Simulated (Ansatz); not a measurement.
# N: the cost of one run

Program: Ansatz 0.2.0. Level of theory: DFT PBE, scalar-relativistic, plane waves, PAW. These are calculated values, not measurements.

**1. The starting structure**

The structure is tetragonal, space group P4/mmm (No. 123). Conventional cell: a = 12.000 Å, b = 12.000 Å, c = 12.000 Å, α = 90.00°, β = 90.00°, γ = 90.00°. Around N (site symmetry 4mm) lie 1 N at 1.10 Å.

Structure file:

```cif
data_structure
_symmetry_space_group_name_H-M 'P4/mmm'
_symmetry_Int_Tables_number 123
_cell_length_a 12.0000
_cell_length_b 12.0000
_cell_length_c 12.0000
_cell_angle_alpha 90.000
_cell_angle_beta 90.000
_cell_angle_gamma 90.000
_cell_volume 1728.00
loop_
_atom_site_label
_atom_site_type_symbol
_atom_site_symmetry_multiplicity
_atom_site_Wyckoff_symbol
_atom_site_fract_x
_atom_site_fract_y
_atom_site_fract_z
_atom_site_occupancy
N1 N 2 h 0.50000 0.50000 0.45425 1
```

**2. Single point: N2 in a box, no spin**

input.yaml reads:

```yaml
crystal:
  lattice:
    - [12.0, 0.0, 0.0]
    - [0.0, 12.0, 0.0]
    - [0.0, 0.0, 12.0]
  atoms:
    - { symbol: "N", position: [0.5, 0.5, 0.45425] }
    - { symbol: "N", position: [0.5, 0.5, 0.54575] }
scf:
  occupations: { method: fixed }
output:
  forces: true
  stress: false
  core_levels: { shells: { "N": "1s" } }
  write_density: true
  write_potential: true
  elf: true
  volumetric_format: npy
hamiltonian:
  xc: pbe
kpoints:
  mp_grid: { grid: [1, 1, 1] }
```

Started as:

```console
$ ansatz run input.yaml --threads 8 --pin off --max-ram 16384MiB --backend cpu --events-out ev --progress --plain --runs-dir out
```

What time and memory should one allow on 8 threads of Arm Neoverse V1, shared host?

About 5.8 s, with a peak of 1.2 GiB.
